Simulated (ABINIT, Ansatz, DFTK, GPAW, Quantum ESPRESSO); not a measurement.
## Fe: 7 runs at one level of theory

```
CELL_PARAMETERS angstrom
-1.44300 1.44300 1.44300
1.44300 -1.44300 1.44300
1.44300 1.44300 -1.44300
ATOMIC_POSITIONS crystal
Fe 0.00000 0.00000 0.00000
```

Alike in all runs: task band structure; functional PBEsol; k mesh 13 × 13 × 13; occupations fermi-dirac, width 0.05 eV; collinear spin, ferromagnetic start; no spin-orbit coupling. Pressure is positive in compression and, in plane waves, holds the error of the finite cutoff, which Ansatz's Pulay term estimates and takes out.

| program and potentials | plane-wave cutoff (eV) | notes | pressure (GPa) | net moment per atom (μB) |
| --- | --- | --- | --- | --- |
| ABINIT, JTH PAW PBE v2.0 | 844 | potentials made for PBE; 16 valence electrons an atom on average | -18.58 | 2.27 |
| DFTK, SPMS 1.0 (PBE) | 1225 | potentials made for PBE; 16 valence electrons an atom on average | -17.75 | 2.30 |
| Quantum ESPRESSO, GBRV 1.5 PBEsol | 762 | 16 valence electrons an atom on average | -15.63 | 2.38 |
| Ansatz, PAW datasets made for the crystal | 300 | 16 valence electrons an atom on average | -18.11 | 2.25 |
| GPAW, PAW data sets generated for this functional | 600 | 8 valence electrons an atom on average | -15.96 | 2.26 |
| Quantum ESPRESSO, PseudoDojo 0.4.1 SR PBEsol standard | 1225 | 16 valence electrons an atom on average | -15.56 | 2.38 |
| Ansatz, all-electron LAPW, scalar-relativistic | - | - | -18.10 | 2.25 |

The pressure spans -18.58 (ABINIT, JTH PAW PBE v2.0) to -15.56 GPa (Quantum ESPRESSO, PseudoDojo 0.4.1 SR PBEsol standard), with all-electron results at -18.10. The net moment per atom spans 2.25 (Ansatz, PAW datasets made for the crystal) to 2.38 μB (Quantum ESPRESSO, PseudoDojo 0.4.1 SR PBEsol standard), with all-electron results at 2.25. The cell lies far from this level's equilibrium. The state is the one that the start led to, which needn't be the lowest.

Differences between rows come from potentials, basis sets and numerical settings, since the functional is the same but for its coding. Runs on potential files found faulty are left out.
